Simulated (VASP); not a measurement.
Au:

```
Au
1.0
     0.00000    1.97922    1.97922
     1.97922    0.00000    1.97922
     1.97922    1.97922    0.00000
Au
1
Direct
  0.00000 0.00000 0.00000
```

The cell isn't the ideal one: volume scaled by 0.92.

| Item | Value |
| --- | --- |
| Program | VASP 6.6.1 |
| Task | relaxation of cell and atoms |
| Functional | HSE06 |
| Potentials or basis | VASP PAW PBE potentials, release 64 (Au) |
| Cutoff | 600 eV |
| k mesh | 6 × 6 × 6 |
| Occupations | fermi-dirac, width 0.05 eV |
| Spin | no spin polarisation |

At the start: pressure 28.8 GPa; volume 15.51 Å³/atom.

How do energy, volume and symmetry change on relaxing?

Over 5 steps the energy falls by 170.5 meV/atom and the volume is 17.71 Å³/atom (+14.2 %); space group Fm-3m (No. 225, to 0.05 Å).

Step by step:
| step | energy change (eV) | largest force (eV/Å) | pressure (GPa) | volume (Å³) |
| --- | --- | --- | --- | --- |
| 1 | 0.0000 | 0.0000 | 28.78 | 15.51 |
| 2 | 0.1564 | 0.0000 | -15.80 | 22.63 |
| 3 | -0.1692 | 0.0000 | -1.78 | 17.94 |
| 4 | -0.1704 | 0.0000 | -0.46 | 17.77 |
| 5 | -0.1705 | 0.0000 | 0.04 | 17.71 |

Final structure:
```
CELL_PARAMETERS angstrom
0.00000 2.06880 2.06880
2.06880 0.00000 2.06880
2.06880 2.06880 0.00000
ATOMIC_POSITIONS crystal
Au 0.00000 0.00000 0.00000
```

Caveat: the k mesh is coarse (spacing up to 0.46 Å⁻¹), so the values aren't converged, least of all with exact exchange; the PAW data sets were made with another functional, which shifts forces and pressure a little.
